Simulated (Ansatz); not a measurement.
BaF2:
```yaml
crystal:
  lattice:
    - [0.00000, 3.12314, 3.12314]
    - [3.12314, 0.00000, 3.12314]
    - [3.12314, 3.12314, 0.00000]
  atoms:
    - { symbol: Ba, position: [0.00000, 0.00000, 0.00000] }
    - { symbol: F, position: [0.25000, 0.25000, 0.25000] }
    - { symbol: F, position: [0.75000, 0.75000, 0.75000] }
```

Relaxed with PBE. Special points in fractions of this cell's reciprocal vectors: Γ (0.000, 0.000, 0.000); X (0.500, 0.000, 0.500); U (0.625, 0.250, 0.625); K (0.375, 0.375, 0.750); L (0.500, 0.500, 0.500); W (0.500, 0.250, 0.750).

Problem. List the band energies nearest the valence-band maximum at these points for PBE with spin–orbit coupling (plane waves, PAW; program Ansatz).

Solution. In eV from the valence-band maximum; about four levels below and three above (degenerate sets whole), none deeper than 8.9 eV; points with the same levels are listed once.

```
k                    below                          above
-  -----------------------  -----------------------------
Γ  -0.06 -0.06 -0.06 -0.06  6.72 6.72 9.17 9.17 9.17 9.17
X  -0.28 -0.28 -0.15 -0.15            7.26 7.26 8.95 8.95
U  -0.21 -0.21 -0.16 -0.16            7.51 7.51 9.30 9.30
L  -0.24 -0.24 -0.12 -0.12            9.01 9.01 9.15 9.15
W  -0.28 -0.28 -0.20 -0.20            7.52 7.52 9.68 9.68
```

Space group Fm-3m (fluorite). Symmetry was held in the PBE relaxation.

Potentials: the later of the program's two PAW sets.
